**Question: Which atomic planes hold the highest filled states of a two-layer PtS₂ slab, and can I estimate it by hand?**

I work on sulfide coatings and want to know where the electrons closest to the band gap sit, since these are the first to go when the material is oxidised. My guess was the outer sulfur, because it is the surface. A colleague gave me this calculation for a slab of two PtS₂ layers, with the planes counted from the bottom up. Is there a way to get such shares with pencil and paper?

Ansatz 0.2.0, scalar-relativistic plane-wave PAW DFT with PBE+D3(BJ), no spin polarisation, for a clean two-layer PtS₂ slab; cutoff 420 eV, 24 × 24 × 1 k mesh, Gaussian smearing 0.05 eV. Plane shares are fractions of the electron density of states from −0.7 to 0 eV relative to mid-gap; planes run from the bottom up, with heights measured from the top atom.

```tsv
row	plane share	plane formula	plane height (Å)
1	0.140	S	-7.294
2	0.128	Pt	-6.044
3	0.238	S	-4.824
4	0.226	S	-2.470
5	0.128	Pt	-1.250
6	0.140	S	0.000
```

**Answer**

Yes, roughly, and the reasoning behind the estimate suggests why your guess fails. Follow two sulfur planes of the upper layer: row 4, which faces the other layer, and row 6, which faces the vacuum. In a single isolated layer they would be equivalent by symmetry. Here row 4 holds 0.226 of the density in the energy window and row 6 only 0.140, so the highest filled states lean towards the interior.

**Why the inner sulfur wins**

Each sulfur atom has a filled p orbital with lobes pointing up and down, out of the layer. Across the gap between the layers, the lobes of the two inner sulfur planes overlap. When two filled orbitals overlap, one combination sinks in energy and the other, the antibonding one, rises. In PtS₂ this rising combination is expected to form the top of the valence band; the table itself shows only where the density lies, not which orbitals make it up.

The highest state is the one that collects as much antibonding energy as it can. Weight on the inner sulfur planes helps, because they meet across the gap. But the two sulfur planes of one layer also interact, directly and through platinum, and a state confined to the inner planes would forgo that contribution. The result is a compromise: more weight inside, with a good deal left outside.

**From the mechanism to a rule**

Treat the slab as a chain of $N$ equal layers, each coupled to its neighbours with strength $\beta$. The amplitude $c_j$ on layer $j$ of a state with energy $E$, measured from that of an uncoupled layer, then obeys

$$E\,c_j=\beta\,(c_{j-1}+c_{j+1}).$$

An end layer has a neighbour on one side only. This is the same as saying that the amplitude is zero on the first absent layer beyond each end. The highest state, apart from alternating signs that vanish on squaring, is therefore half a sine wave stretched between these two absent layers. With layer spacing $d$, they lie $(N+1)d$ apart, which is $3d$ for two layers.

The chain fixes only one amplitude per layer, and for two layers these are equal, so it cannot yet tell inner from outer sulfur. The bolder step, a guess rather than a derivation, is to read the same smooth curve at every atomic plane within a layer. The curve is only an envelope: it ignores the change of sign between the antibonding lobes in the gap. I also take the share of a plane to be the density in a slice around it, bounded halfway to the next plane, with the outer slice reaching as far into the vacuum as the inner one reaches into the gap. That gives

$$\text{share}\;\propto\; t\,\cos^2\!\left(\frac{\pi z}{3d}\right),$$

where $t$ is the slice thickness and $z$ the distance of the plane from the middle of the slab.

**Two rows worked by hand**

In this slab the inner S, Pt and outer S planes lie close to $d/4$, $d/2$ and $3d/4$ from the middle. The angles in the cosine are then 15°, 30° and 45°. A sulfur slice is about $3d/8$ thick and a platinum slice $d/4$. In units of $d$, the products are:

- inner S (row 4): $3/8\times0.93=0.35$
- Pt (row 5): $1/4\times0.75=0.19$
- outer S (row 6): $3/8\times0.50=0.19$

The lower layer repeats these values, so the total, summed before rounding, is 1.45. Row 4 should hold $0.35/1.45=0.24$ and row 6 should hold $0.19/1.45=0.13$. No constant was fitted to these rows, though the slices and the end points of the wave are choices.

**How good is it?**

Over the six rows, this pocket form is typically off by 0.01 of the density in the window, and by 0.015 at worst, in row 4. The difference it has to explain, between an average inner and an average outer sulfur plane, is about 0.09. The rule gets the direction and rough size right but exaggerates the contrast: it makes an inner plane about 1.9 times as rich as an outer one, where the calculation gives 1.7. The output below lists these estimates beside those with the exact plane positions.

The platinum rows look like a success too, but they hardly test the wave. Slice thickness alone already gives them 0.13, and the wave hardly changes this, because platinum sits where the curve is close to its average. What the wave adds is the transfer of weight from outer to inner sulfur. Since inversion makes the two halves of the slab equivalent and the shares add up to one, the table offers only two independent numbers, so the agreement is encouraging rather than decisive.

The place where the wave ends matters a great deal. If you make it vanish at a distance $d$ from the middle, just outside the slab, the outer sulfur falls to 0.05, far below the computed value. The absent layer, at $1.5d$, is the better choice.

One small irregularity should not be read as physics. Rows 3 and 4 are equivalent by symmetry, yet they differ by 0.012. Perhaps a layer of mesh points in the exact middle was counted to one side; for comparisons, use the average of the two rows.

**Where the rule stops**

The window reaches only 0.3 eV into the valence band and holds about 15% of one doubly filled band. The rule is meant for this top edge. Further down come states with other wave patterns: in the same chain, the smooth curve of the partner state passes through zero in the middle of the slab, which pushes weight outwards.

The coupling strength $\beta$ has dropped out of the final formula, and that is a weakness. Pull the layers apart and the two sulfur planes of each layer must soon become equal again, because the overlap dies off fast, whereas the cosine's preference for the inner one fades only slowly. Use the rule where the layers are in close contact, as here, with 2.35 Å between the inner sulfur planes. For a weakly coupled pair, start instead from equal shares for the two sulfur planes of each layer.

For your coating, this means that the first electrons to leave a clean two-layer sheet come from states spread over all six planes, with nearly half of their density beside the inner gap. That describes the states before any reaction; an adsorbed oxidant can change them. The shares come from a density functional calculation without spin–orbit coupling, so the rule has been compared with that calculation and not with a measurement.

Printed output of the fit:

```
Steps of the rule:
  row  distance from centre (A)  slice (A)  angle (degrees)  cos squared  product (A)
    1                     3.647      1.802            45.64       0.4888       0.8807
    2                     2.397      1.235               30         0.75       0.9262
    3                     1.177      1.787            14.73       0.9353        1.671
    4                     1.177      1.787            14.73       0.9353        1.671
    5                     2.397      1.235               30         0.75       0.9262
    6                     3.647      1.802            45.64       0.4888       0.8807
Shares:
  row  computed    rule  rule less computed  pocket form  thickness only  hard wall
    1      0.14  0.1266             -0.0134       0.1293          0.1868    0.05069
    2     0.128  0.1331            0.005142       0.1293           0.128     0.1289
    3     0.238  0.2403             0.00226       0.2413          0.1852     0.3204
    4     0.226  0.2403             0.01426       0.2413          0.1852     0.3204
    5     0.128  0.1331            0.005142       0.1293           0.128     0.1289
    6      0.14  0.1266             -0.0134       0.1293          0.1868    0.05069
Layer spacing d between Pt planes (A): 4.794
Gap between inner S planes (A): 2.354
Sum of products (A): 6.957
Mean share of an inner S plane: 0.232
Mean share of an outer S plane: 0.14
Inner over outer S share, computed: 1.657
Inner over outer S share, rule: 1.898
Difference of the two inner S planes, should be zero: 0.012
Root mean square miss and largest miss of the rule: 0.01017, 0.01426
Root mean square miss and largest miss of the pocket form: 0.008921, 0.01534
Root mean square miss and largest miss of thickness only: 0.03835, 0.05278
Root mean square miss and largest miss of the hard wall: 0.07262, 0.09436
Depth of valence band inside the window (eV) and part of one doubly filled band: 0.3013, 0.1476
```
